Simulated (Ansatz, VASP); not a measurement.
## Two plane-wave programs on Si

File INCAR:

```
SYSTEM = Si
  PREC = Accurate
  ENCUT = 520
  EDIFF = 1E-6
  ISMEAR = 0
  SIGMA = 0.1
  LREAL = .False.
  LASPH = .True.
  NELM = 100
  ALGO = Normal
  ISIF = 2
  LWAVE = .False.
  LCHARG = .False.
  GGA = CA
  NBANDS = 16
```

The input KPOINTS:

```
Automatic mesh
0
Gamma
  6 4 6
  0 0 0
```

POSCAR

```
Si
1.0
    3.8194131438      0.0000000000      0.0000000000
    0.0000000000      5.4014658538      0.0000000000
    0.0000000000      0.0000000000      3.8194131438
Si
4
Direct
    0.0000000000      0.0000000000      0.0000000000
    0.5000000000      0.2500000000      0.0000000000
    0.5000000000      0.5000000000      0.4999921000
    0.0000000000      0.7500000000      0.4999921000
```

Input for Ansatz:

```yaml
crystal:
  lattice:
    - [3.8194131438, 0.0, 0.0]
    - [0.0, 5.4014658538, 0.0]
    - [0.0, 0.0, 3.8194131438]
  atoms:
    - { symbol: Si, position: [0.0, 0.0, 0.0] }
    - { symbol: Si, position: [0.5, 0.25, 0.0] }
    - { symbol: Si, position: [0.5, 0.5, 0.4999921] }
    - { symbol: Si, position: [0.0, 0.75, 0.4999921] }
basis:
  ecutwfc: 420
kpoints:
  mp_grid: { grid: [6, 4, 6] }
hamiltonian:
  xc: lda
  pseudopotentials: { kind: paw, azcp: { folder: soft_1 } }
scf:
  occupations: { method: gaussian, width: 0.1 }
output:
  forces: true
  stress: true
  eigenvalues: true
```

The cell was built by a generator and needn't be a form met in nature.

Alike in both runs: task single point; functional LDA; k mesh 6 × 4 × 6; occupations gaussian, width 0.1 eV; no spin polarisation.

|  | VASP | Ansatz |
| --- | --- | --- |
| version | VASP 6.6.1 | Ansatz 0.2.0 |
| potentials or method | VASP PAW LDA potentials, release 64 (Si) | scalar-relativistic, plane waves, PAW |
| plane-wave cutoff (eV) | 520 | 420 |
| valence electrons in the cell | 16 | 16 |

```csv
,VASP,Ansatz,Ansatz less VASP
gap on the k mesh at the Fermi level (eV),0.49,0.49,+0.003
least direct gap on the mesh (eV),0.57,0.57,+0.004
pressure (GPa),0.1,0.0,-0.06
```

Ansatz warned: «pseudo_functional_mismatch».

Caveats: the real-space grid breaks the cell's symmetry a little (VASP). As with any semilocal functional, this LDA gap is likely too small. A k mesh can miss the band edges.
